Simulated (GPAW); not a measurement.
The system is V.

```
CELL_PARAMETERS angstrom
-1.51435 1.51435 1.51435
1.51435 -1.51435 1.51435
1.51435 1.51435 -1.51435
ATOMIC_POSITIONS crystal
V 0.00000 0.00000 0.00000
```

```yaml
Program: GPAW 26.7.0
Task: relaxation of cell and atoms
Functional: PBEsol
Potentials_or_basis: PAW data sets generated in the run's folder for this functional
Cutoff: 600 eV
Basis: pw
k_mesh: 12 × 12 × 12
Occupations: fermi-dirac, width 0.05 eV
Spin: collinear spin, ferromagnetic start
Starting_moments: "[2.0] μB"
```

At the start: pressure -10.7 GPa; volume 13.89 Å³/atom.

**Question.** How do energy, volume and symmetry change on relaxing?

**Answer.** Over 3 steps the energy falls by 29.5 meV/atom and the volume is 13.04 Å³/atom (-6.2 %); space group Im-3m (No. 229, to 0.05 Å); moment 0.00 μB per cell.

Step by step:
```
step  energy change (eV)  largest force (eV/Å)  pressure (GPa)  volume (Å³)
   1              0.0000                0.0000          -10.72        13.89
   2             -0.0255                0.0000           -4.16        13.35
   3             -0.0295                0.0000            0.21        13.04
```

Final structure:
```
CELL_PARAMETERS angstrom
-1.48260 1.48260 1.48260
1.48260 -1.48260 1.48260
1.48260 1.48260 -1.48260
ATOMIC_POSITIONS crystal
V 0.00000 0.00000 0.00000
```

Caveat: each step starts from the last one's moments, so a moment once lost doesn't come back; later steps reuse the first step's grids.
